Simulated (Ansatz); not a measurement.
# AlN: the cost of one run

Computed with Ansatz 0.2.0 (DFT PBEsol, scalar-relativistic, plane waves, PAW, unless a step's input says otherwise).

2 further runs of the same task are left out: 2 set aside as unsound or not needed.

### 1 The starting structure

The structure is hexagonal, space group P6_3mc (No. 186). Conventional cell: a = 3.114 Å, b = 3.114 Å, c = 4.983 Å, α = 90.00°, β = 90.00°, γ = 120.00°. Around Al (site symmetry 3m) lie 4 N at 1.89 to 1.90 Å. N (site symmetry 3m) is surrounded by 4 Al at 1.89 to 1.90 Å.

Structure file:

```xyz
4
Lattice="3.1137 0.0000 0.0000 -1.5568 2.6965 0.0000 0.0000 0.0000 4.9834" Properties=species:S:1:pos:R:3 pbc="T T T"
Al    0.0000    1.7977    0.0075
Al    1.5568    0.8988    2.4992
N     0.0000    1.7977    1.9111
N     1.5568    0.8988    4.4028
```

It is the result of an earlier relaxation at this level (volume 10.46 Å³/atom; gap on the mesh: 4.10 eV).

The bulk reference comes from a run made before at the same settings: -452.9792 eV/atom.

### 2 Cutting the (100) slab

Planes are indexed in the bulk's conventional cell (P6_3mc (No. 186)), a = 3.114 Å, b = 3.114 Å, c = 4.983 Å, α = 90.00°, β = 90.00°, γ = 120.00°.

The slab is a (100) slab, 11.7 Å thick as cut, with 15 Å of vacuum; its outer planes are AlN (top) and AlN (bottom).

The slab as cut. Its planes from the bottom up:

```csv
plane,atoms per cell,height over the lowest (Å)
1,AlN,0.00
2,AlN,0.90
3,AlN,2.70
4,AlN,3.60
5,AlN,5.39
6,AlN,6.29
7,AlN,8.09
8,AlN,8.99
9,AlN,10.79
10,AlN,11.68
```

### 3 Single point on the unrelaxed (100) slab

A dipole layer in the vacuum cancels the field that periodic copies would set up if the slab's two faces differ.

File input.yaml:

```yaml
crystal:
  lattice:
    - [3.1136926474, 0.0, 0.0]
    - [0.0, 4.9834165452, 0.0]
    - [0.0, 0.0, 26.6849933731]
  atoms:
    - { symbol: Al, position: [0.0, 0.9984919241, 0.2810568433] }
    - { symbol: "N", position: [0.0, 0.6165080759, 0.2810568433] }
    - { symbol: Al, position: [0.5, 0.4984919241, 0.3147404058] }
    - { symbol: "N", position: [0.5, 0.1165080759, 0.3147404058] }
    - { symbol: Al, position: [0.5, 0.9984919241, 0.382107531] }
    - { symbol: "N", position: [0.5, 0.6165080759, 0.382107531] }
    - { symbol: Al, position: [0.0, 0.4984919241, 0.4157910936] }
    - { symbol: "N", position: [0.0, 0.1165080759, 0.4157910936] }
    - { symbol: Al, position: [0.0, 0.9984919241, 0.4831582187] }
    - { symbol: "N", position: [0.0, 0.6165080759, 0.4831582187] }
    - { symbol: Al, position: [0.5, 0.4984919241, 0.5168417813] }
    - { symbol: "N", position: [0.5, 0.1165080759, 0.5168417813] }
    - { symbol: Al, position: [0.5, 0.9984919241, 0.5842089064] }
    - { symbol: "N", position: [0.5, 0.6165080759, 0.5842089064] }
    - { symbol: Al, position: [0.0, 0.4984919241, 0.617892469] }
    - { symbol: "N", position: [0.0, 0.1165080759, 0.617892469] }
    - { symbol: Al, position: [0.0, 0.9984919241, 0.6852595942] }
    - { symbol: "N", position: [0.0, 0.6165080759, 0.6852595942] }
    - { symbol: Al, position: [0.5, 0.4984919241, 0.7189431567] }
    - { symbol: "N", position: [0.5, 0.1165080759, 0.7189431567] }
basis:
  ecutwfc: 420
kpoints:
  mp_grid: { grid: [9, 6, 1] }
hamiltonian:
  xc: pbesol
scf:
  occupations: { method: gaussian, width: 0.05 }
output:
  forces: true
  stress: true
  eigenvalues: true
  write_density: true
  write_potential: true
  elf: true
  volumetric_format: npy
efield:
  axis: 3
  dipole_correction: true
  ramp_width: 0.04
```

Started as:

```
$ ansatz run input.yaml --threads 2 --pin off --max-ram 5120MiB --backend cpu --events-out ev --progress --plain --runs-dir out
```

Q: Estimate wall time and peak memory on 2 threads of Arm Neoverse V1, shared host.

About 47 s, with a peak of 0.84 GiB.
